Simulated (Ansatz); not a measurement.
Reaction (ligand exchange at the Si–O bond): `CC(=O)O[SiH3]` + `O[Si]1(O)CO1` → `O[Si]1(O[SiH3])CO1` + `CC(=O)O`

Isolated molecules relaxed with PBE0-D4/def2-TZVP in Ansatz; ΔE leaves out vibrations. CCSD(T)/CBS adds triple-zeta CCSD(T) − MP2 to the extrapolated MP2 energy (def2 sets, frozen cores). Functionals use def2-TZVPP. One conformer a species, not always the lowest.

`CC(=O)O[SiH3]`:

Z-matrix (Å, degrees):
```
C
C 1 1.494
H 1 1.092 2 109.5
H 1 1.092 2 109.6 3 -117.3
H 1 1.087 2 110.0 3 121.3
O 2 1.204 1 125.6 3 -120.8
O 2 1.342 1 113.0 3 59.2
Si 7 1.694 2 116.2 1 -180.0
H 8 1.481 7 102.6 2 -179.9
H 8 1.479 7 110.7 2 62.3
H 8 1.479 7 110.7 2 -62.2
```

`O[Si]1(O)CO1`:

```xyz
9

O     0.032   -1.958   -0.018
Si   -0.324   -0.379   -0.013
O    -1.854   -0.324   -0.539
C     0.859    0.966   -0.083
O     0.168    0.578    1.216
H     0.872   -2.212    0.367
H    -2.287    0.531   -0.519
H     0.600    1.978   -0.388
H     1.936    0.821   -0.022
```

`O[Si]1(O[SiH3])CO1`:

Z-matrix (Å, degrees):
```
Si
O 1 1.606
O 1 1.633 2 120.0
O 1 1.620 2 105.5 3 -138.9
C 1 1.789 2 124.0 3 62.8
Si 2 1.645 1 143.2 3 -31.8
H 4 0.959 1 116.5 2 171.3
H 5 1.088 1 123.7 2 159.7
H 5 1.088 1 122.9 2 -7.5
H 6 1.482 2 107.7 1 -151.9
H 6 1.483 2 109.5 1 88.4
H 6 1.485 2 110.0 1 -32.2
```

`CC(=O)O`:

Z-matrix (Å, degrees):
```
C
C 1 1.495
H 1 1.092 2 109.8
H 1 1.092 2 109.8 3 117.7
H 1 1.087 2 109.6 3 -121.2
O 2 1.200 1 126.0 3 121.1
O 2 1.346 1 111.6 3 -58.9
H 7 0.968 2 106.4 1 180.0
```

```csv
level,ΔE (kJ/mol),difference from CCSD(T)/CBS
r2SCAN-D4,-22.3,-0.2
PBE0,-22.7,-0.6
HF/def2-TZVPP,-31.5,-9.4
MP2/def2-TZVPP,-21.3,0.8
SCS-MP2/def2-TZVPP,-23.0,-0.9
CCSD/def2-TZVPP,-23.8,-1.7
MP2/def2-QZVPP,-21.6,0.5
SCS-MP2/def2-QZVPP,-23.5,-1.4
MP2/CBS(def2),-21.4,0.7
CCSD/CBS(def2),-24.0,-1.9
CCSD(T)/CBS,-22.1,0
```

Largest T1 diagnostic among the species: 0.015.

In def2-TZVPP, CCSD(T) changes the Hartree–Fock value by +9.6 kJ/mol (the triples alone add +1.9 kJ/mol) and MP2 by +10.2 kJ/mol.

CCSD(T)/CBS has its own doubt, a few kJ/mol and more with outer-core shells, so smaller differences from it don't rank the levels.
